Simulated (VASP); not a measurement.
# SnSe in VASP: further runs

The runs below take SnSe through work function, with LDA, PBE, PBEsol, RPBE, revPBE.

Everything below comes from runs of VASP 6.6.1. Logs are shortened: lines on timing, memory, paths and dates and some standing lists are left out, and cuts for length are marked.

## Step 1: The structure

The cell holds a slab with vacuum, 8 atoms: a = 4.310 Å, b = 4.318 Å, c = 23.896 Å, α = 90.00°, β = 90.00°, γ = 90.00°.

## Step 2: Work function, LDA

Contents of INCAR:

```
SYSTEM = SnSe
PREC = Accurate
ENCUT = 520
EDIFF = 1E-6
ISMEAR = -1
SIGMA = 0.05
LREAL = .False.
LASPH = .True.
NELM = 100
ALGO = Normal
ISIF = 2
LWAVE = .False.
LCHARG = .True.
LDIPOL = .True.
IDIPOL = 3
DIPOL = 0.5 0.5 0.500
LELF = .True.
LVHAR = .True.
LVACPOTAV = .True.
```

Contents of KPOINTS:

```
Automatic mesh
0
Gamma
  5 5 1
  0 0 0
```

Contents of POSCAR:

```
SnSe
1.0
    4.3100000000      0.0000000000      0.0000000000
    0.0000000000      4.3180000000      0.0000000000
    0.0000000000      0.0000000000     23.8958000000
Sn Se
4 4
Direct
    0.5000000000      0.2500000000      0.3138626872
    0.0000000000      0.7500000000      0.4412197959
    0.0000000000      0.2500000000      0.5587802041
    0.5000000000      0.7500000000      0.6861373128
    0.0000000000      0.7500000000      0.3256187280
    0.5000000000      0.2500000000      0.4294637551
    0.5000000000      0.7500000000      0.5705362449
    0.0000000000      0.2500000000      0.6743812720
```

Potentials or basis: VASP PAW LDA potentials, release 64 (Sn_d, Se).

Run with:

```bash
cat potpaw_LDA.64/Sn_d/POTCAR potpaw_LDA.64/Se/POTCAR > POTCAR
mpirun -np 1 vasp_std > vasp.out
```

OUTCAR:

```text
SYSTEM = SnSe
   PREC = Accurate
   ENCUT = 520
   EDIFF = 1E-6
   ISMEAR = -1
   LREAL = .False.
   LASPH = .True.
   NELM = 100
   ISIF = 2

 ion  position               nearest neighbor table
   1  0.500  0.250  0.314-   6 2.76   5 3.06   5 3.06   5 3.06   5 3.06
   2  0.000  0.750  0.441-   5 2.76   6 3.06   6 3.06   6 3.06   6 3.06   3 3.54   3 3.54
   3  0.000  0.250  0.559-   8 2.76   7 3.06   7 3.06   7 3.06   7 3.06   2 3.54   2 3.54
   4  0.500  0.750  0.686-   7 2.76   8 3.06   8 3.06   8 3.06   8 3.06
   5  0.000  0.750  0.326-   2 2.76   1 3.06   1 3.06   1 3.06   1 3.06
   6  0.500  0.250  0.429-   1 2.76   2 3.06   2 3.06   2 3.06   2 3.06
   7  0.500  0.750  0.571-   4 2.76   3 3.06   3 3.06   3 3.06   3 3.06
   8  0.000  0.250  0.674-   3 2.76   4 3.06   4 3.06   4 3.06   4 3.06

  LATTYP: Found a simple orthorhombic cell.
 ALAT       =     4.3100000000
 B/A-ratio  =     1.0018561485
 C/A-ratio  =     5.5442691415

  Lattice vectors:

 A1 = (   4.3100000000,   0.0000000000,   0.0000000000)
 A2 = (   0.0000000000,   4.3180000000,   0.0000000000)
 A3 = (   0.0000000000,   0.0000000000,  23.8958000000)

Analysis of symmetry for initial positions (statically):
=====================================================================
 Subroutine PRICEL returns:
 Original cell was already a primitive cell.

 Routine SETGRP: Setting up the symmetry group for a
 simple orthorhombic supercell.

 Subroutine GETGRP returns: Found  8 space group operations
 (whereof  4 operations were pure point group operations)
 out of a pool of  8 trial point group operations.

The static configuration has the point symmetry C_2h.
 The point group associated with its full space group is D_2h.

Analysis of symmetry for dynamics (positions and initial velocities):
=====================================================================
 Subroutine PRICEL returns:
 Original cell was already a primitive cell.

 Routine SETGRP: Setting up the symmetry group for a
 simple orthorhombic supercell.

 Subroutine GETGRP returns: Found  8 space group operations
 (whereof  4 operations were pure point group operations)
 out of a pool of  8 trial point group operations.

The dynamic configuration has the point symmetry C_2h.
 The point group associated with its full space group is D_2h.

 Subroutine INISYM returns: Found  8 space group operations
 (whereof  4 operations are pure point group operations),
 and found     1 'primitive' translations

----------------------------------------------------------------------------------------

                                     Primitive cell

  volume of cell :     444.7147

  direct lattice vectors                    reciprocal lattice vectors
     4.310000000  0.000000000  0.000000000     0.232018561  0.000000000  0.000000000
     0.000000000  4.318000000  0.000000000     0.000000000  0.231588698  0.000000000
     0.000000000  0.000000000 23.895800000     0.000000000  0.000000000  0.041848358

  length of vectors
     4.310000000  4.318000000 23.895800000     0.232018561  0.231588698  0.041848358

  position of ions in fractional coordinates (direct lattice)
     0.500000000  0.250000000  0.313862687
     0.000000000  0.750000000  0.441219796
     0.000000000  0.250000000  0.558780204
     0.500000000  0.750000000  0.686137313
     0.000000000  0.750000000  0.325618728
     0.500000000  0.250000000  0.429463755
     0.500000000  0.750000000  0.570536245
     0.000000000  0.250000000  0.674381272

  ion indices of the primitive-cell ions
   primitive index   ion index
                 1           1
                 2           2
                 3           3
                 4           4
                 5           5
                 6           6
                 7           7
                 8           8

----------------------------------------------------------------------------------------

 KPOINTS: Automatic mesh

Automatic generation of k-mesh.
 Grid dimensions read from file:
 generate k-points for:    5    5    1

 Generating k-lattice:

  Cartesian coordinates                     Fractional coordinates (reciprocal lattice)
     0.046403712  0.000000000  0.000000000     0.200000000  0.000000000  0.000000000
     0.000000000  0.046317740  0.000000000     0.000000000  0.200000000  0.000000000
     0.000000000  0.000000000  0.041848358     0.000000000  0.000000000  1.000000000

  Length of vectors
     0.046403712  0.046317740  0.041848358

  Shift w.r.t. Gamma in fractional coordinates (k-lattice)
     0.000000000  0.000000000  0.000000000

 Subroutine IBZKPT returns following result:
 ===========================================

 Found      9 irreducible k-points:

 Following reciprocal coordinates:
            Coordinates               Weight
  0.000000  0.000000  0.000000      1.000000
  0.200000  0.000000  0.000000      2.000000
  0.400000  0.000000  0.000000      2.000000
  0.000000  0.200000  0.000000      2.000000
  0.200000  0.200000  0.000000      4.000000
  0.400000  0.200000  0.000000      4.000000
  0.000000  0.400000  0.000000      2.000000
  0.200000  0.400000  0.000000      4.000000
  0.400000  0.400000  0.000000      4.000000
   k-points           NKPTS =      9   k-points in BZ     NKDIM =      9   number of bands    NBANDS=     48
   number of dos      NEDOS =    301   number of ions     NIONS =      8
   total plane-waves  NPLWV = 184320
   dimension x,y,z NGX =    32 NGY =   32 NGZ =  180
   dimension x,y,z NGXF=    64 NGYF=   64 NGZF=  360
   ions per type =               4   4
   NGX,Y,Z   is equivalent  to a cutoff of  12.34, 12.32, 12.52 a.u.
   NGXF,Y,Z  is equivalent  to a cutoff of  24.69, 24.64, 25.05 a.u.
 SYSTEM =  SnSe
   PREC   = accura    normal or accurate (medium, high low for compatibility)
   ISTART =      0    job   : 0-new  1-cont  2-samecut
   ICHARG =      2    charge: 1-file 2-atom 10-const
   ISPIN  =      1    spin polarized calculation?
   LNONCOLLINEAR =      F non collinear calculations
   LSORBIT =      F    spin-orbit coupling
   LASPH  =      T    aspherical Exc in radial PAW
   ENCUT  =  520.0 eV  38.22 Ry    6.18 a.u.   8.01  8.03 44.43*2*pi/ulx,y,z
   NELM   =    100;   NELMIN=  2; NELMDL= -5     # of ELM steps
   EDIFF  = 0.1E-05   stopping-criterion for ELM
   LREAL  =      F    real-space projection
   EDIFFG = 0.1E-04   stopping-criterion for IOM
   NSW    =      0    number of steps for IOM
   IBRION =     -1    ionic relax: 0-MD 1-quasi-New 2-CG
   NFREE  =      0    steps in history (QN), initial steepest desc. (CG)
   ISIF   =      2    stress and relaxation
   ISYM   =      2    0-nonsym 1-usesym 2-fastsym
   POTIM  = 0.5000    time-step for ionic-motion
   TEBEG  =    0.0;   TEEND  =   0.0 temperature during run
   PSTRESS=    0.0 pullay stress
   NELECT =      80.0000    total number of electrons
   NUPDOWN=      -1.0000    fix difference up-down
   EMIN   =  10.00;   EMAX   =-10.00  energy-range for DOS
   EFERMI =   0.00;   METHOD = LEGACY
   ISMEAR =    -1;   SIGMA  =   0.05  broadening in eV -4-tet -1-fermi 0-gaus
   EFERMI_NEDOS =   21; number of points for ismear=-14 and -15
   IALGO  =     38    algorithm
   IMIX   =      4    mixing-type and parameters
     AMIX     =   0.40;   BMIX     =  1.00
     AMIX_MAG =   1.60;   BMIX_MAG =  1.00
  volume/ion in A,a.u.               =      55.59       375.14
  Fermi-wavevector in a.u.,A,eV,Ry     =   0.924154  1.746398 11.620199  0.854061
  Thomas-Fermi vector in A             =   2.049869
   LORBIT       =      0    0 simple, 1 ext, 2 COOP (PROOUT), +10 PAW based schemes
   GGA     = CA    functional components
   LHFCALC =     F    Hartree Fock is set to
   AEXX    =    0.0000 exact exchange contribution
   IVDW    =     0    specifies the selected vdW correction
   LEPSILON=     F    determine dielectric tensor
   LRPA    =     F    only Hartree local field effects (RPA)
 non-spin polarized calculation
  energy-cutoff  :      520.00
  volume of cell :      444.71
 maximum number of plane-waves:     12020
   NGX = 17   NGY = 17   NGZ = 89

 dipolmoment           0.000000      0.000000      0.000000 electrons x Angstroem

 number of electron      80.0000044 magnetization

 dipolmoment           0.000000      0.000000     -0.000000 electrons x Angstroem

 Free energy of the ion-electron system (eV)
  ---------------------------------------------------
  ext. energy  EPLUGINS =         0.00000000
  ---------------------------------------------------
  free energy    TOTEN  =       -37.10901567 eV

  energy without entropy =      -37.10894253  energy(sigma->0) =      -37.10897910

 E-fermi :   0.4721     XC(G=0):  -5.3677

 val. band max:        0.0803919608   @ k =   0.4000   0.0000   0.0000
 cond. band min:       0.8738283511   @ k =   0.0000   0.4000   0.0000
 fundamental gap:      0.7934363903
 Fermi energy:         0.4721284456

 k-point     1 :       0.0000    0.0000    0.0000
  band No.  band energies     occupation
      1     -21.1091      2.00000
      2     -21.1031      2.00000
      3     -21.0990      2.00000
      4     -21.0907      2.00000
      5     -21.0842      2.00000
      6     -21.0783      2.00000
[... 40 lines left out ...]
     47       4.2193      0.00000
     48       4.2421      0.00000

 k-point     2 :       0.2000    0.0000    0.0000
  band No.  band energies     occupation
      1     -21.1051      2.00000
      2     -21.1013      2.00000
      3     -21.1013      2.00000
      4     -21.0928      2.00000
      5     -21.0845      2.00000
      6     -21.0754      2.00000
[... 40 lines left out ...]
     47       3.8193      0.00000
     48       3.8217      0.00000

 k-point     3 :       0.4000    0.0000    0.0000
  band No.  band energies     occupation
      1     -21.1050      2.00000
      2     -21.0988      2.00000
      3     -21.0985      2.00000
      4     -21.0961      2.00000
      5     -21.0853      2.00000
      6     -21.0768      2.00000
[... 295 lines left out ...]
     47       3.4412      0.00000
     48       3.8376      0.00000

 k-point     9 :       0.4000    0.4000    0.0000
  band No.  band energies     occupation
      1     -21.1140      2.00000
      2     -21.1113      2.00000
      3     -21.0936      2.00000
      4     -21.0911      2.00000
      5     -21.0884      2.00000
      6     -21.0871      2.00000
[... 40 lines left out ...]
     47       4.4849      0.00000
     48       4.5133      0.00000

------------------------ aborting loop because EDIFF is reached ----------------------------------------

  FORCE on cell =-STRESS in cart. coord.  units (eV):
  Direction    XX          YY          ZZ          XY          YZ          ZX
  --------------------------------------------------------------------------------------
  -------------------------------------------------------------------------------------
  Total       -6.6191676     -6.7309364     -6.0273831      0.0000000      0.0000000      0.0000000
  in kB      -23.8469299    -24.2496002    -21.7149031      0.0000000      0.0000000      0.0000000
  external PRESSURE =     -23.2704778 kB  Pullay stress =       0.0000000 kB

 VOLUME and BASIS-vectors are now :
 -----------------------------------------------------------------------------
  energy-cutoff  :      520.00
  volume of cell :      444.71
      direct lattice vectors                 reciprocal lattice vectors
     4.310000000  0.000000000  0.000000000     0.232018561  0.000000000  0.000000000
     0.000000000  4.318000000  0.000000000     0.000000000  0.231588698  0.000000000
     0.000000000  0.000000000 23.895800000     0.000000000  0.000000000  0.041848358

 POSITION                                       TOTAL-FORCE (eV/Angst)
 -----------------------------------------------------------------------------------
      2.15500      1.07950      7.50000        -0.000000      0.000000      0.680353
      0.00000      3.23850     10.54330         0.000000     -0.000000     -0.426064
      0.00000      1.07950     13.35250        -0.000000     -0.000000      0.426064
      2.15500      3.23850     16.39580        -0.000000     -0.000000     -0.680353
      0.00000      3.23850      7.78092        -0.000000     -0.000000      0.243452
      2.15500      1.07950     10.26238        -0.000000     -0.000000     -0.267471
      2.15500      3.23850     13.63342        -0.000000     -0.000000      0.267471
      0.00000      1.07950     16.11488        -0.000000     -0.000000     -0.243452
 -----------------------------------------------------------------------------------
    total drift:                                0.000000      0.000000     -0.000000

  FREE ENERGIE OF THE ION-ELECTRON SYSTEM (eV)
  ---------------------------------------------------
  free  energy   TOTEN  =       -37.1090156707 eV

  energy  without entropy=      -37.1089425299  energy(sigma->0) =      -37.10897910

 vacuum level on the upper side and lower side of the slab         4.678         4.678
```

Run time: 5.9 min. Hardware: 1 thread of Intel Xeon Platinum 8375C at 2.90GHz (Ice Lake), shared host; peak memory 0.42 GiB.

Results:

```
Free energy                            : -37.1090 eV
Largest force                          : 0.680 eV/Å
Band gap on the k mesh                 : 0.79 eV, indirect (least direct gap 0.86 eV)
Ionisation potential of the upper face : 4.60 eV
```

Forces in eV/Å, atoms in the order of the input:
```
Sn   0.000  0.000  0.680
Sn   0.000  0.000 -0.426
Sn   0.000  0.000  0.426
Sn   0.000  0.000 -0.680
Se   0.000  0.000  0.243
Se   0.000  0.000 -0.267
Se   0.000  0.000  0.267
Se   0.000  0.000 -0.243
```

Caveat: spin-orbit coupling is left out, which moves the levels of the heavy elements.

[end of part 1 of 3]
